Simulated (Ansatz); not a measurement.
## Pd under changes of volume

One of the cells (15.547 Å³/atom); the others are scaled copies at fixed shape and fractional positions:

```
CELL_PARAMETERS angstrom
-1.57228 1.57228 1.57228
1.57228 -1.57228 1.57228
1.57228 1.57228 -1.57228
ATOMIC_POSITIONS crystal
Pd 0.00000 0.00000 0.00000
```

This isn't the form of Pd at room conditions, which is fcc.

- Program: Ansatz 0.2.0
- Functional: LDA
- Potentials or basis: Ansatz PAW
- Cutoff: 420 eV (not typed: the program's choice for these potentials)
- k mesh: 12 × 12 × 12
- Occupations: fermi-dirac, width 0.05 eV
- Spin: no spin polarisation

| volume (Å³/atom) | energy over the lowest point (meV/atom) | pressure (GPa) |
| --- | --- | --- |
| 14.614 | 0.00 | -5.2 |
| 14.925 | 14.16 | -9.1 |
| 15.236 | 35.27 | -12.4 |
| 15.547 | ? | ? |
| 15.858 | 94.77 | -17.8 |
| 16.169 | 131.62 | -19.9 |
| 16.480 | 172.33 | -21.8 |

What does the run at 15.547 Å³/atom give?

Energy over the lowest point 62.41 meV/atom; pressure -15.3 GPa.

Worked out: A Birch-Murnaghan fit of order 3 (a polynomial in V^(-2/3)) to the other rows has its minimum at 14.25 Å³/atom, just outside them, with B0 = V·E''(V) = 224 GPa and B' = 5.5. It gives 62.42 meV/atom at 15.547 Å³/atom, against the run's 62.41, and -dE/dV = -15.4 GPa, against -15.3.

Energies are extrapolated to zero smearing.

Caveats: the PAW data sets come from PBE, with cores solved anew for the run's functional, which leaves a small shift of forces and pressure.
